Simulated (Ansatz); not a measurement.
## Two-dimensional strain map in BP

Computed with DFT PBE, scalar-relativistic, plane waves, PAW in Ansatz 0.2.0. Cutoff 420 eV, Γ-centred 10×10×10 k-points, Gaussian smearing of 0.05 eV. No spin polarisation. Energies are free energies at this smearing, counted from the undisturbed cell; pressure is positive in compression.

The undisturbed cell (as given, not relaxed at this level; it stands at 1.1 GPa):

```
B P
1.0
     0.00000    2.26900    2.26900
     2.26900    0.00000    2.26900
     2.26900    2.26900    0.00000
B P
1 1
Cartesian
  0.0000 0.0000 0.0000
  3.4035 3.4035 3.4035
```

The cell is strained by p along both x and y and by q along z, fractional coordinates fixed. Points are written (p, q).

p was sampled at -0.080, -0.040, 0.000, 0.040, 0.080 and q at -0.080, -0.040, 0.000, 0.040, 0.080.

Problem. Where on the computed points is the energy highest, and how high?

Solution. At (-0.080, -0.080): 456.3 meV/atom.

Problem. Away from (0, 0), which computed point is lowest?

Solution. (0.000, 0.040): 16.2 meV/atom.

The map, in meV/atom:

```
 p \ q  -0.080  -0.040  0.000  0.040  0.080
-0.080   456.3   321.4  244.9  221.7  246.2
-0.040   204.9   107.2   59.9   59.0  100.1
 0.000    91.4    24.0    0.0   16.2   69.1
 0.040    86.7    44.1   38.6   67.9  129.0
 0.080   166.6   144.3  153.5  192.4  259.0
```